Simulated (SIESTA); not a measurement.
MgS (Niningerite) under changes of volume

One of the cells (17.609 Å³/atom); the others are scaled copies at fixed shape and fractional positions:

```xyz
2
Lattice="0.0000 2.6016 2.6016 2.6016 0.0000 2.6016 2.6016 2.6016 0.0000" Properties=species:S:1:pos:R:3 pbc="T T T"
S     2.6016    2.6016    2.6016
Mg    0.0000    0.0000    0.0000
```

| Item | Value |
| --- | --- |
| Program | SIESTA 5.4.2 |
| Functional | PBEsol |
| Potentials or basis | PseudoDojo 0.4 standard (PBEsol files) |
| Basis | DZP (energy shift 0.003 Ry; two zetas on semicore shells) |
| Grid cutoff | 800 Ry |
| Energy shift | 0.003 Ry |
| k mesh | 9 × 9 × 9 |
| Occupations | fermi-dirac, width 0.05 eV |
| Spin | no spin polarisation |

```csv
volume (Å³/atom),energy over the lowest point (meV/atom),pressure (GPa),gap on the mesh (eV)
16.553,26.85,6.9,2.88
16.905,13.93,4.8,2.85
17.257,5.44,2.9,2.81
17.609,0.95,1.2,2.78
17.962,0.00,-0.3,2.74
18.314,2.25,-1.7,2.70
18.666,?,?,?
```

Question: What does the run at 18.666 Å³/atom give?

Answer: Energy over the lowest point 7.47 meV/atom; pressure -3.0 GPa; gap on the mesh 2.66 eV.

Worked out: A Birch-Murnaghan fit of order 3 (a polynomial in V^(-2/3)) to the other rows has its minimum at 17.88 Å³/atom with B0 = V·E''(V) = 75 GPa and B' = 4.6. It gives 7.35 meV/atom at 18.666 Å³/atom, against the run's 7.47, and -dE/dV = -2.9 GPa, against -3.0. A straight line through the other rows of the gap, of slope -1.78 eV per unit of ln V, extrapolates to 2.67 eV, against the run's 2.66.

Energies are extrapolated to zero smearing.

Caveats: an odd mesh through Γ misses points on the zone boundary, where band edges often lie; the basis of atomic orbitals isn't converged, which shifts pressures, moduli and gaps.
